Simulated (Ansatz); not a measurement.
**Copper, hcp: r²SCAN0 at the r²SCAN geometry**

Aim: see what exact exchange does to the levels, and what it costs. Spin polarisation is left out. The cell comes from an earlier r²SCAN relaxation. Exact exchange is dear, so the k-mesh is coarse, and r²SCAN is run on the same mesh for comparison.

Method: DFT, plane waves (500 eV) with PBE-made PAW files, scalar-relativistic; functionals as named at each step, in Ansatz 0.2.0.

## Step 1: Starting point

It takes space group P6_3/mmc (No. 194, hexagonal). Conventional cell: a = 2.529 Å, b = 2.529 Å, c = 4.139 Å, α = 90.00°, β = 90.00°, γ = 120.00°. Around Cu (site symmetry -6m2) lie 12 Cu at 2.53 Å.

Coordinates:

```cif
data_structure
_symmetry_space_group_name_H-M 'P6_3/mmc'
_symmetry_Int_Tables_number 194
_cell_length_a 2.5288
_cell_length_b 2.5288
_cell_length_c 4.1387
_cell_angle_alpha 90.000
_cell_angle_beta 90.000
_cell_angle_gamma 120.000
_cell_volume 22.92
loop_
_atom_site_label
_atom_site_type_symbol
_atom_site_symmetry_multiplicity
_atom_site_Wyckoff_symbol
_atom_site_fract_x
_atom_site_fract_y
_atom_site_fract_z
_atom_site_occupancy
Cu1 Cu 2 c 0.33333 0.66667 0.25000 1
```

## Step 2: r²SCAN, coarse mesh

The run with r²SCAN.

File input.yaml:

```yaml
crystal:
  lattice:
    - [2.5288341393, 0.0, 0.0]
    - [-1.2644170696, 2.1900346066, 0.0]
    - [0.0, 0.0, 4.1386662782]
  atoms:
    - { symbol: Cu, position: [0.3333333333, 0.6666666667, 0.25] }
    - { symbol: Cu, position: [0.6666666667, 0.3333333333, 0.75] }
hamiltonian:
  xc: r2scan
  pseudopotentials:
    kind: paw
    azcp:
      Cu: "pseudopotentials/Cu.paw.azcp"
basis:
  ecutwfc: 500
  fft_grid_basis: typed
kpoints:
  mp_grid: { grid: [7, 7, 4], shift: [0, 0, 0] }
magnetization:
  spin_polarized: false
scf:
  occupations: { method: fermi_dirac, width: 0.1 }
```

On the command line:

```console
ansatz run input.yaml --threads 4 --pin off --max-ram 8192MiB --backend cpu --events-out ev --progress --plain --runs-dir out
```

What it wrote, cut to the lines that bear on the results:

```text
Warning: RAYON_NUM_THREADS=4 ignored (pool sized by the plan → 4); use --threads N
[...]
Pseudopotentials: kind: paw
Pseudopotential: Cu, paw, valence charge 19, recommended cutoff 500 eV (meta_gga), <dir>
Functional definition: r2SCAN
[...]
Crystal: 2 atoms, lattice volume = 22.921 Å³
Basis set: ecut = 500 eV, 573 PW (Γ), exchange–correlation on 80×80×128 points (64 copies of the dense FFT grid, shifted against one another)
Bands: 23, of which v1, the nominal top of the filled ones, is band 19 counted from 1 (18 counted from 0)
Symmetry: 24 space group operations
Space group: P63/mmc (ITA 194), of the structure as read, at distance tolerance 2.8e-5 Å
k-points: 24 of 196
[...]
SCF iter   1: F=—  HF=-13262.536362 eV  |F-HF|=—  |Δ(HF+E_count)|=         —  Δρ=3.87e-2  dr2=1.88e-1  dr2_τ=1.44e-3  ethr=1.77e-3  ⟨swp⟩=4.9  Hψ=2034  notcnv=0
[...]
SCF iter   7: F=-13262.503473 eV  HF=-13262.503473 eV  |F-HF|=1.22e-10  |Δ(HF+E_count)|=   4.38e-8  Δρ=2.72e-6  dr2=8.23e-10  dr2_τ=3.34e-11  ethr=2.63e-10  ⟨swp⟩=3.0  Hψ=1304  notcnv=0
[...]
SCF converged after 7 iterations
Free energy (F): -13262.503473 eV
[...]
E sigma→0 (E₀):  -13262.495327 eV
Entropy (-TS):   -0.016293 eV (-8.146 meV/atom)
Fermi energy:    17.138651 eV
[...]
```

Run time: 0.93 s. Hardware: 4 threads of Arm Neoverse N1, shared host; peak memory 0.31 GiB.

## Step 3: r²SCAN0, coarse mesh

The run with r²SCAN0.

input.yaml, as its differences from that of step 2:

```diff
@@ -9,3 +9,3 @@
 hamiltonian:
-  xc: r2scan
+  xc: r2scan0
   pseudopotentials:
```

On the command line:

```console
ansatz run input.yaml --threads 4 --pin off --max-ram 8192MiB --backend cpu --events-out ev --progress --plain --runs-dir out
```

What it wrote, cut to the lines that bear on the results:

```text
Warning: RAYON_NUM_THREADS=4 ignored (pool sized by the plan → 4); use --threads N
[...]
[... 2 set-up lines as earlier in the session ...]
Functional definition: r2SCAN0
[...]
Crystal: 2 atoms, lattice volume = 22.921 Å³
Basis set: ecut = 500 eV, 573 PW (Γ), exchange–correlation on 80×80×128 points (64 copies of the dense FFT grid, shifted against one another)
Bands: 23, of which v1, the nominal top of the filled ones, is band 19 counted from 1 (18 counted from 0)
[... 2 set-up lines as earlier in the session ...]
k-points: 24 of 196
[...]
SCF iter   1: F=—  HF=-13262.536191 eV  |F-HF|=—  |Δ(HF+E_count)|=         —  Δρ=3.81e-2  dr2=1.82e-1  dr2_τ=1.41e-3  ethr=1.77e-3  ⟨swp⟩=9.0  Hψ=2442  notcnv=0
[...]
Frozen-core exchange: fock
[...]
hybrid outer 3: dexx = +7.715e-6 eV, tail = 1.14e-7 eV, Δε = 1.68e-2 eV (about 4.08e-4 eV left of the loop's levels)
hybrid SCF converged: 3 outer / 19 inner (+10 warm-up), last move |dexx| = 7.71e-6 eV, tail = 1.14e-7 eV
Stability not checked: this state was not tested for a lower state beside it, because the functional holds exact exchange (a hybrid, or Hartree-Fock), whose exchange loop this test does not read (fock_operator; see scf.lower_state_search)
Free energy (F): -13258.027061 eV
Frozen-core exchange: fock
[...]
E sigma→0 (E₀):  -13258.022728 eV
Entropy (-TS):   -0.008666 eV (-4.333 meV/atom)
Fermi energy:    16.783047 eV
[...]
--- Band table (eV; the first three rows and the last of 24) ---
[... band rows left out ...]
[...]
  guard bands above this table: 2 of the run's 23 bands, where the rule asks 3: the bands that hold charge and the lowest empty level above them stay in the table. The solve was not asked for them (output.publish_guard_bands: true or output.eigenvalues: true publishes all)
```

Wall time 11 s (4 threads of Arm Neoverse N1, shared host); peak memory 0.96 GiB.

## Step 4: The functionals compared

```csv
functional,gap on the mesh,Fermi energy (eV),SCF cycles,exchange loops,CPU time
r²SCAN,none (levels filled in part),17.139,7,-,2.7 s
r²SCAN0,none (levels filled in part),16.783,29,3,37 s
```

## Step 5: Outcome

| quantity | value |
| --- | --- |
| r²SCAN: gap | none (levels filled in part) |
| r²SCAN0: gap | none (levels filled in part) |
| r²SCAN0: SCF cycles, exchange loops | 29, 3 |
| r²SCAN0: CPU time over that of r²SCAN | 14 |

In words: Both r²SCAN and r²SCAN0 leave levels filled in part. r²SCAN0 cost 14 times the CPU time of r²SCAN. r²SCAN0 needed 3 outer loops of the exchange operator. Absolute energies differ from functional to functional, by eV per atom at times, and say nothing by themselves.
